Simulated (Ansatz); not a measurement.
# GeO2 (rutile), scan of one atom of the cell

Relaxed GeO$_{2}$ (rutile):

```xyz
6
Lattice="4.4875 0.0000 0.0000 0.0000 4.4875 0.0000 0.0000 0.0000 2.9050" Properties=species:S:1:pos:R:3 pbc="T T T"
Ge     0.0000     0.0000     0.0000
Ge     2.2438     2.2438     1.4525
O      1.3783     1.3783     0.0000
O      3.6221     0.8654     1.4525
O      0.8654     3.6221     1.4525
O      3.1092     3.1092     0.0000
```

Scan: atom 5 (O, nearest neighbour Ge at 1.899 Å; its periodic images, 2.9 Å or more away, move with it) is displaced along Cartesian x, direction (1.000, 0.000, 0.000) in Cartesian axes, by s. The other atoms stay.

The numbers are results of PBE (plane waves to 420 eV, PAW, scalar-relativistic; Ansatz, an electronic-structure program), not measurements. k mesh 6×6×9 (Γ-centred), Fermi-Dirac smearing 0.05 eV. E stands for the smeared free energy. Stress and pressure are positive under compression. F∥ is the force on the atom along that direction. F⊥ is the part of the force across the line. GeO2 was relaxed with its symmetry unable to fall. The zero of ΔE is the undisplaced structure.

| s (Å) | ΔE (meV/cell) | P (GPa) | F∥ (eV/Å) | |F⊥| (eV/Å) |
|---|---|---|---|---|
| -0.570 | 2192 | 17.5 | 7.135 | 5.245 |
| -0.456 | 1440 | 12.8 | 6.015 | 4.161 |
| -0.342 | 827 | 8.4 | 4.706 | 3.062 |
| -0.228 | 374 | 4.7 | 3.234 | 1.996 |
| -0.114 | 94 | 1.8 | 1.649 | 0.983 |
| 0.000 | 0 | 0.0 | 0.000 | 0.000 |
| 0.114 | 96 | -0.6 | -1.682 | 1.019 |
| 0.228 | 385 | 0.3 | -3.397 | 2.185 |
| 0.342 | 872 | 2.8 | -5.173 | 3.636 |
| 0.456 | 1567 | 6.9 | -7.034 | 5.528 |
| 0.570 | 2479 | 12.6 | -8.962 | 7.997 |

What the scan shows:

```
Item                                                                                                                                               Result
--------------------------------------------------------  -----------------------------------------------------------------------------------------------
Energy at s = 0.570 Å                                                                                                                       2479 meV/cell
Force along the line at s = -0.570 Å                                                                                                            7.14 eV/Å
Symmetry of the curve                                                                                 not even: the positive side lies higher at ±0.570 Å
Shape of the curve                                                                         a single well with its minimum at or next to zero displacement
Force constant k = d²E/ds² at s = 0 (finite differences)                                                                                       14.6 eV/Å²
Harmonic estimate at the end of the scan                  ½ks² = 2376 meV/cell against the computed 2479 meV/cell, so the well is close to harmonic there
```

The 11 points together took about 3 core-minutes (a rough figure).

(For displaced atoms, the force is minus the slope of the energy, and its curvature is a force constant, which sets phonon frequencies.)
